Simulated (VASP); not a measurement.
Set up this calculation in VASP 6.6.1, as the native input.

```yaml
Task: single point
Functional: PBE
Potentials_or_basis: VASP PAW PBE potentials, release 64 (Cd)
Cutoff: 520 eV
k_mesh: 18 × 18 × 1
Occupations: gaussian, width 0.1 eV
Spin: no spin polarisation
Dipole_correction: yes
Further_INCAR_settings: ALGO = Fast; EDIFF = 1e-07; NBANDS = 12
```

The structure of Cd lies in POSCAR:

```
Cd
1.0
    2.9949054526      0.0000000000      0.0000000000
    0.0000000000      2.9949054526      0.0000000000
    0.0000000000      0.0000000000     23.8000000000
Cd
1
Direct
    0.0000000000      0.0000000000      0.2941176471
```

The cell was built by a generator and needn't be a form met in nature.

The input as run:

INCAR

```
PREC = Accurate
ENCUT = 520
EDIFF = 1E-7
ISMEAR = 0
SIGMA = 0.1
LREAL = False
LASPH = True
NELM = 100
ALGO = Fast
ISIF = 2
LWAVE = False
LCHARG = False
LDIPOL = True
IDIPOL = 3
DIPOL = 0.5 0.5 0.294
GGA = PE
NBANDS = 12
```

KPOINTS

```
regular mesh
0
Gamma
  18 18 1
```

Potentials or basis: VASP PAW PBE potentials, release 64 (Cd).

The run is started by

```console
$ cat potpaw_PBE.64/Cd/POTCAR > POTCAR
$ mpirun -np 1 vasp_std > vasp.out
```

It gave:

The band gap on the k mesh is none (metal or under the smearing width).

Wall time 2.9 min on 1 thread of Intel(R) Xeon(R) Platinum 8488C (Sapphire Rapids), with other jobs on the host, peak memory 0.36 GiB.
